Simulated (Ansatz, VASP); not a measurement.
**One calculation of Ga, two programs**

```
CELL_PARAMETERS angstrom
0.00000 2.07173 2.07173
2.07173 0.00000 2.07173
2.07173 2.07173 0.00000
ATOMIC_POSITIONS crystal
Ga 0.00000 0.00000 0.00000
```

Alike in both runs: functional PBEsol; k mesh 13 × 13 × 13; occupations fermi-dirac, width 0.1 eV; no spin polarisation.

Ansatz relaxed the structure, and its values are those at the end. VASP's run is a single point on that final structure, the one shown.

```csv
,VASP,Ansatz
version,VASP 6.6.1,Ansatz 0.2.0
potentials or method,"VASP PAW PBE potentials, release 64 (Ga_d)","plane waves (420 eV) with PAW, scalar-relativistic"
plane-wave cutoff (eV),520,420
valence electrons in the cell,13,13
```

|  | VASP | Ansatz | Ansatz less VASP |
| --- | --- | --- | --- |
| pressure (GPa) | 0.0 | 0.0 | -0.04 |

With one functional, cell and mesh, what is left measures potentials, basis and numerics. Ansatz warned: «pseudo_functional_mismatch».

Caveats: the PAW data sets were made with another functional, which shifts forces and pressure a little (VASP).
